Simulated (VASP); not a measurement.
# ZnSe (Stilleite) (F-43m) in VASP: settings compared

Aim: see how the results for ZnSe (Stilleite) move with the level of theory and the settings. Levels: PBEsol, LDA. Tasks: relaxation of cell and atoms.

Everything below comes from runs of VASP 6.6.1. Logs are shortened: lines on timing, memory, paths and dates and some standing lists are left out, and cuts for length are marked.

### Step 1. The crystal as given

It takes space group F-43m (No. 216, cubic). Conventional cell: a = 5.641 Å, b = 5.641 Å, c = 5.641 Å, α = 90.00°, β = 90.00°, γ = 90.00°. Zn (site symmetry -43m) is surrounded by 4 Se at 2.44 Å. Se (site symmetry -43m) is surrounded by 4 Zn at 2.44 Å.

### Step 2. Relaxation of cell and atoms, PBEsol

Contents of INCAR:

```
PREC = Accurate ; ENCUT = 600
EDIFF = 1E-7 ; ISMEAR = 0
SIGMA = 0.03 ; LREAL = F
LASPH = T ; NELM = 80
ALGO = Normal ; ISIF = 3
LWAVE = F ; LCHARG = F
GGA = PS ; IBRION = 2
NSW = 90 ; EDIFFG = -0.005
```

Contents of KPOINTS:

```
Automatic mesh
0
Gamma
  8 8 8
```

Contents of POSCAR:

```
ZnSe                                    
1.0
    0.0000000000      2.8206646092      2.8206646092
    2.8206646092      0.0000000000      2.8206646092
    2.8206646092      2.8206646092     -0.0000000000
  Zn              Se            
     1     1
Direct
     0.0000000000000000    0.0000000000000000    0.0000000000000000
     0.2500000000000000    0.2500000000000000    0.2500000000000000
```

Potentials or basis: VASP PAW PBE potentials, release 64 (Zn, Se).

The run is started by

```sh
cat potpaw_PBE.64/Zn/POTCAR potpaw_PBE.64/Se/POTCAR > POTCAR
mpirun -np 1 vasp_std > vasp.out
```

OUTCAR:

```text
PREC = Accurate
   ENCUT = 600
   EDIFF = 1E-7
   ISMEAR = 0
   LREAL = F
   LASPH = T
   NELM = 80
   ISIF = 3
   GGA = PS
   IBRION = 2
   NSW = 90
   EDIFFG = -0.005

 ion  position               nearest neighbor table
   1  0.000  0.000  0.000-   2 2.44   2 2.44   2 2.44   2 2.44
   2  0.250  0.250  0.250-   1 2.44   1 2.44   1 2.44   1 2.44

  LATTYP: Found a face centered cubic cell.
 ALAT       =     5.6413292184

  Lattice vectors:

 A1 = (   0.0000000000,   2.8206646092,   2.8206646092)
 A2 = (   2.8206646092,   0.0000000000,   2.8206646092)
 A3 = (   2.8206646092,   2.8206646092,   0.0000000000)

Analysis of symmetry for initial positions (statically):
=====================================================================
 Subroutine PRICEL returns:
 Original cell was already a primitive cell.

 Routine SETGRP: Setting up the symmetry group for a
 face centered cubic supercell.

 Subroutine GETGRP returns: Found 24 space group operations
 (whereof 24 operations were pure point group operations)
 out of a pool of 48 trial point group operations.

The static configuration has the point symmetry T_d .

Analysis of symmetry for dynamics (positions and initial velocities):
=====================================================================
 Subroutine PRICEL returns:
 Original cell was already a primitive cell.

 Routine SETGRP: Setting up the symmetry group for a
 face centered cubic supercell.

 Subroutine GETGRP returns: Found 24 space group operations
 (whereof 24 operations were pure point group operations)
 out of a pool of 48 trial point group operations.

The dynamic configuration has the point symmetry T_d .

 Subroutine INISYM returns: Found 24 space group operations
 (whereof 24 operations are pure point group operations),
 and found     1 'primitive' translations

----------------------------------------------------------------------------------------

                                     Primitive cell

  volume of cell :      44.8833

  direct lattice vectors                    reciprocal lattice vectors
     0.000000000  2.820664609  2.820664609    -0.177263188  0.177263188  0.177263188
     2.820664609  0.000000000  2.820664609     0.177263188 -0.177263188  0.177263188
     2.820664609  2.820664609  0.000000000     0.177263188  0.177263188 -0.177263188

  length of vectors
     3.989022145  3.989022145  3.989022145     0.307028847  0.307028847  0.307028847

  position of ions in fractional coordinates (direct lattice)
     0.000000000  0.000000000  0.000000000
     0.250000000  0.250000000  0.250000000

  ion indices of the primitive-cell ions
   primitive index   ion index
                 1           1
                 2           2

----------------------------------------------------------------------------------------

 KPOINTS: Automatic mesh

Automatic generation of k-mesh.
 Grid dimensions read from file:
 generate k-points for:    8    8    8

 Generating k-lattice:

  Cartesian coordinates                     Fractional coordinates (reciprocal lattice)
    -0.022157898  0.022157898  0.022157898     0.125000000  0.000000000  0.000000000
     0.022157898 -0.022157898  0.022157898     0.000000000  0.125000000  0.000000000
     0.022157898  0.022157898 -0.022157898     0.000000000  0.000000000  0.125000000

  Length of vectors
     0.038378606  0.038378606  0.038378606

  Shift w.r.t. Gamma in fractional coordinates (k-lattice)
     0.000000000  0.000000000  0.000000000

 Subroutine IBZKPT returns following result:
 ===========================================

 Found     29 irreducible k-points:

 Following reciprocal coordinates:
            Coordinates               Weight
  0.000000  0.000000  0.000000      1.000000
  0.125000  0.000000  0.000000      8.000000
  0.250000  0.000000  0.000000      8.000000
  0.375000  0.000000  0.000000      8.000000
  0.500000  0.000000  0.000000      4.000000
  0.125000  0.125000  0.000000      6.000000
[... 16 lines left out ...]
  0.500000  0.250000  0.125000     48.000000
 -0.375000  0.250000  0.125000     24.000000
 [... further k-points ...]
   k-points           NKPTS =     29   k-points in BZ     NKDIM =     29   number of bands    NBANDS=     13
   number of dos      NEDOS =    301   number of ions     NIONS =      2
   total plane-waves  NPLWV =  32768
   dimension x,y,z NGX =    32 NGY =   32 NGZ =   32
   dimension x,y,z NGXF=    64 NGYF=   64 NGZF=   64
   ions per type =               1   1
   NGX,Y,Z   is equivalent  to a cutoff of  13.34, 13.34, 13.34 a.u.
   NGXF,Y,Z  is equivalent  to a cutoff of  26.67, 26.67, 26.67 a.u.
 SYSTEM =  unknown system
   PREC   = accura    normal or accurate (medium, high low for compatibility)
   ISTART =      0    job   : 0-new  1-cont  2-samecut
   ICHARG =      2    charge: 1-file 2-atom 10-const
   ISPIN  =      1    spin polarized calculation?
   LNONCOLLINEAR =      F non collinear calculations
   LSORBIT =      F    spin-orbit coupling
   LASPH  =      T    aspherical Exc in radial PAW
   ENCUT  =  600.0 eV  44.10 Ry    6.64 a.u.   7.97  7.97  7.97*2*pi/ulx,y,z
   NELM   =     80;   NELMIN=  2; NELMDL= -5     # of ELM steps
   EDIFF  = 0.1E-06   stopping-criterion for ELM
   LREAL  =      F    real-space projection
   EDIFFG = -.5E-02   stopping-criterion for IOM
   NSW    =     90    number of steps for IOM
   IBRION =      2    ionic relax: 0-MD 1-quasi-New 2-CG
   NFREE  =      1    steps in history (QN), initial steepest desc. (CG)
   ISIF   =      3    stress and relaxation
   ISYM   =      2    0-nonsym 1-usesym 2-fastsym
   POTIM  = 0.5000    time-step for ionic-motion
   TEBEG  =    0.0;   TEEND  =   0.0 temperature during run
   PSTRESS=    0.0 pullay stress
   NELECT =      18.0000    total number of electrons
   NUPDOWN=      -1.0000    fix difference up-down
   EMIN   =  10.00;   EMAX   =-10.00  energy-range for DOS
   EFERMI =   0.00;   METHOD = LEGACY
   ISMEAR =     0;   SIGMA  =   0.03  broadening in eV -4-tet -1-fermi 0-gaus
   EFERMI_NEDOS =   21; number of points for ismear=-14 and -15
   IALGO  =     38    algorithm
   IMIX   =      4    mixing-type and parameters
     AMIX     =   0.40;   BMIX     =  1.00
     AMIX_MAG =   1.60;   BMIX_MAG =  1.00
  volume/ion in A,a.u.               =      22.44       151.44
  Fermi-wavevector in a.u.,A,eV,Ry     =   1.207269  2.281408 19.830486  1.457500
  Thomas-Fermi vector in A             =   2.342912
   LORBIT       =      0    0 simple, 1 ext, 2 COOP (PROOUT), +10 PAW based schemes
   GGA     = PS    functional components
   LHFCALC =     F    Hartree Fock is set to
   AEXX    =    0.0000 exact exchange contribution
   IVDW    =     0    specifies the selected vdW correction
   LEPSILON=     F    determine dielectric tensor
   LRPA    =     F    only Hartree local field effects (RPA)
 conjugate gradient relaxation of ions
 non-spin polarized calculation
 Gauss-broadening in eV      SIGMA  =   0.03
  energy-cutoff  :      600.00
  volume of cell :       44.88
 maximum number of plane-waves:      1524
   NGX = 15   NGY = 15   NGZ = 15

 number of electron      17.9999986 magnetization

 Free energy of the ion-electron system (eV)
  ---------------------------------------------------
  ext. energy  EPLUGINS =         0.00000000
  ---------------------------------------------------
  free energy    TOTEN  =        -6.77313575 eV

  energy without entropy =       -6.77313575  energy(sigma->0) =       -6.77313575

 E-fermi :   1.7392     XC(G=0):  -9.5897

 val. band max:        1.6084052306   @ k =   0.0000   0.0000   0.0000
 cond. band min:       2.8345994338   @ k =   0.0000   0.0000   0.0000
 fundamental gap:      1.2261942033
 Fermi energy:         1.7391862629

 k-point     1 :       0.0000    0.0000    0.0000
  band No.  band energies     occupation
      1     -11.7684      2.00000
      2      -5.0007      2.00000
      3      -5.0007      2.00000
      4      -5.0007      2.00000
      5      -4.6164      2.00000
      6      -4.6164      2.00000
      7       1.6084      2.00000
      8       1.6084      2.00000
      9       1.6084      2.00000
     10       2.8346      0.00000
     11       7.3354      0.00000
     12       7.3354      0.00000
     13       7.3354      0.00000

 k-point     2 :       0.1250    0.0000    0.0000
  band No.  band energies     occupation
      1     -11.6641      2.00000
      2      -4.9959      2.00000
      3      -4.9843      2.00000
      4      -4.9843      2.00000
      5      -4.6179      2.00000
      6      -4.6179      2.00000
      7       0.2490      2.00000
      8       1.4504      2.00000
      9       1.4504      2.00000
     10       3.8446      0.00000
     11       7.2727      0.00000
     12       7.5960      0.00000
     13       7.5960      0.00000

 k-point     3 :       0.2500    0.0000    0.0000
  band No.  band energies     occupation
      1     -11.3926      2.00000
      2      -4.9482      2.00000
      3      -4.9482      2.00000
      4      -4.9452      2.00000
      5      -4.6165      2.00000
      6      -4.6165      2.00000
      7      -1.5135      2.00000
      8       1.1143      2.00000
      9       1.1143      2.00000
     10       4.2981      0.00000
     11       7.9779      0.00000
     12       7.9779      0.00000
     13       8.1106      0.00000
[... 305 lines left out ...]
 k-point    23 :       0.5000    0.2500    0.1250
  band No.  band energies     occupation
      1     -10.9237      2.00000
      2      -4.9056      2.00000
      3      -4.8709      2.00000
      4      -4.7412      2.00000
      5      -4.6043      2.00000
      6      -4.5529      2.00000
      7      -2.8368      2.00000
      8      -0.7476      2.00000
      9       0.2767      2.00000
     10       5.8422      0.00000
     11       7.0557      0.00000
     12       8.2188      0.00000
     13       9.8047      0.00000

 k-point    24 :      -0.3750    0.2500    0.1250
  band No.  band energies     occupation
      1     -10.8095      2.00000
      2      -4.8963      2.00000
      3      -4.8556      2.00000
      4      -4.6524      2.00000
      5      -4.6096      2.00000
      6      -4.4004      2.00000
      7      -3.4112      2.00000
      8      -0.8843      2.00000
      9       0.0903      2.00000
     10       5.8075      0.00000
     11       7.0235      0.00000
     12       8.9812      0.00000
     13      10.2160      0.00000

 [... further k-points ...]
[... 5 lines left out ...]
  --------------------------------------------------------------------------------------
  -------------------------------------------------------------------------------------
  Total       -0.0086879     -0.0086879     -0.0086879      0.0000000      0.0000000      0.0000000
  in kB       -0.3101268     -0.3101268     -0.3101268      0.0000000      0.0000000      0.0000000
  external PRESSURE =      -0.3101268 kB  Pullay stress =       0.0000000 kB

 VOLUME and BASIS-vectors are now :
 -----------------------------------------------------------------------------
  energy-cutoff  :      600.00
  volume of cell :       44.88
      direct lattice vectors                 reciprocal lattice vectors
     0.000000000  2.820664609  2.820664609    -0.177263188  0.177263188  0.177263188
     2.820664609  0.000000000  2.820664609     0.177263188 -0.177263188  0.177263188
     2.820664609  2.820664609  0.000000000     0.177263188  0.177263188 -0.177263188

 POSITION                                       TOTAL-FORCE (eV/Angst)
 -----------------------------------------------------------------------------------
      0.00000      0.00000      0.00000        -0.000000      0.000000     -0.000000
      1.41033      1.41033      1.41033         0.000000     -0.000000      0.000000
 -----------------------------------------------------------------------------------
    total drift:                                0.000001      0.000001      0.000000

  FREE ENERGIE OF THE ION-ELECTRON SYSTEM (eV)
  ---------------------------------------------------
  free  energy   TOTEN  =        -6.7731357520 eV

  energy  without entropy=       -6.7731357520  energy(sigma->0) =       -6.77313575

 reached required accuracy - stopping structural energy minimisation
```

Wall time 20 s (1 thread of AMD EPYC 7R13 (Zen 3), shared host); peak memory 0.15 GiB.

Results:

```
Free energy             : -6.7731 eV
Pressure after relaxing : 0.0 GPa
Band gap on the k mesh  : 1.23 eV, direct
```

Final structure:
```xyz
2
Lattice="0.0000 2.8207 2.8207 2.8207 0.0000 2.8207 2.8207 2.8207 0.0000" Properties=species:S:1:pos:R:3 pbc="T T T"
Zn    0.0000    0.0000    0.0000
Se    1.4103    1.4103    1.4103
```

Levels at points of the mesh, in eV from the valence-band top:
| k point | band 6 | band 7 | band 8 | band 9 | band 10 | band 11 | band 12 | band 13 |
| --- | --- | --- | --- | --- | --- | --- | --- | --- |
| (0.00, 0.00, 0.00) | -6.22 | 0.00 | 0.00 | 0.00 | 1.23 | 5.73 | 5.73 | 5.73 |
| (0.50, 0.00, 0.00) | -6.06 | -5.37 | -0.90 | -0.90 | 2.47 | 6.30 | 6.30 | 8.44 |
| (0.50, 0.50, 0.00) | -6.04 | -4.85 | -2.26 | -2.26 | 2.81 | 3.37 | 10.71 | 11.27 |

Caveat: the relaxation stopped at its first step, so nothing moved; the PAW data sets were made with another functional, which shifts forces and pressure a little.

### Step 3. Relaxation of cell and atoms, LDA

This run uses another cell than the first one, of 22.76 Å³/atom, 1.014 times its volume.

Contents of INCAR:

```
PREC = Accurate ; ENCUT = 600
EDIFF = 1E-6 ; ISMEAR = 0
SIGMA = 0.03 ; LREAL = False
LASPH = True ; NELM = 80
ALGO = Normal ; ISIF = 3
LWAVE = False ; LCHARG = False
GGA = CA ; IBRION = 2
NSW = 90 ; EDIFFG = -0.01
```

Contents of KPOINTS:

```
regular mesh
0
Gamma
  8 8 8
```

Contents of POSCAR:

```
ZnSe
1.0
    0.0000000000      2.8338000000      2.8338000000
    2.8338000000      0.0000000000      2.8338000000
    2.8338000000      2.8338000000      0.0000000000
Zn Se
1 1
Direct
    0.0000000000      0.0000000000      0.0000000000
    0.2500000000      0.2500000000      0.2500000000
```

Potentials or basis: VASP PAW LDA potentials, release 64 (Zn, Se).

The run is started by

```sh
cat potpaw_LDA.64/Zn/POTCAR potpaw_LDA.64/Se/POTCAR > POTCAR
mpirun -np 1 vasp_std > vasp.out
```

Run time: 53 s. Hardware: 1 thread of Intel Xeon Platinum 8259CL at 2.50GHz (Skylake/Cascade Lake), shared host; peak memory 0.17 GiB.

The run converged. Its results:

```
Free energy                            : -7.3723 eV
Relaxed volume                         : 21.68 Å³/atom
Relaxed cell                           : a = 3.943 Å, b = 3.943 Å, c = 3.943 Å, α = 60.00°, β = 60.00°, γ = 60.00°
Space group after relaxing (to 0.05 Å) : F-43m (No. 216)
Energy gained by relaxing              : 11.0 meV/atom
Ionic steps                            : 5
Pressure after relaxing                : 0.0 GPa
Band gap on the k mesh                 : 1.27 eV, direct
```

The path:
| step | energy change (eV) | largest force (eV/Å) | pressure (GPa) | volume (Å³) |
| --- | --- | --- | --- | --- |
| 1 | 0.0000 | 0.0000 | -3.13 | 45.51 |
| 2 | -0.0194 | 0.0000 | 1.19 | 42.65 |
| 3 | -0.0220 | 0.0000 | -0.16 | 43.35 |
| 4 | -0.0220 | 0.0000 | 0.12 | 43.26 |
| 5 | -0.0220 | 0.0000 | 0.02 | 43.35 |

Final structure:
```cif
data_structure
_symmetry_space_group_name_H-M 'P 1'
_symmetry_Int_Tables_number 1
_cell_length_a 3.9432
_cell_length_b 3.9432
_cell_length_c 3.9432
_cell_angle_alpha 60.000
_cell_angle_beta 60.000
_cell_angle_gamma 60.000
_cell_volume 43.35
loop_
_atom_site_label
_atom_site_type_symbol
_atom_site_fract_x
_atom_site_fract_y
_atom_site_fract_z
_atom_site_occupancy
Zn1 Zn 0.00000 0.00000 0.00000 1
Se1 Se 0.25000 0.25000 0.25000 1
```

Levels at points of the mesh, in eV from the valence-band top:
```tsv
k point	band 5	band 6	band 7	band 8	band 9	band 10	band 11	band 12	band 13
(0.00, 0.00, 0.00)	-6.46	-6.46	0.00	0.00	0.00	1.27	5.69	5.69	5.69
(0.50, 0.00, 0.00)	-6.44	-6.28	-5.61	-0.95	-0.95	2.46	6.28	6.28	8.48
(0.50, 0.50, 0.00)	-6.41	-6.26	-5.04	-2.38	-2.38	2.70	3.32	10.89	11.43
```
